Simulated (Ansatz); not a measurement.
Base system: AlSb in the zinc blende structure (space group F-43m, No. 216; a = 6.2256 Å). Axes: x, y, z lie along the cube axes.

Computed with PBE in Ansatz (plane waves to 420 eV, PAW, no spin-orbit coupling), earlier PAW set.

Free-standing slabs (2 atom(s) a layer) normal to [110] with 15 Å of vacuum; in-plane cell held at bulk.

One change was made to it. Results:

The band gap goes from 1.24 eV to zero; the shortest interatomic distance decreases by 0.1664 Å, from 2.696 Å to 2.529 Å.

**Question.** Name the change that was made.
A. 1 layer
B. 2 layers
C. 6 layers

**Answer.** A, 1 layer. For comparison, the band gap in the other runs: 6 layers gives 0.72 eV; 2 layers gives 1.45 eV.

With Sb present, leaving out spin-orbit coupling can change the band edges. Stability against distortions was not tested. All final runs are without spin polarisation. A zero or small gap of AlSb can be the functional's error rather than a property of the material.

Ansatz is a quantum-chemistry and plane-wave program.
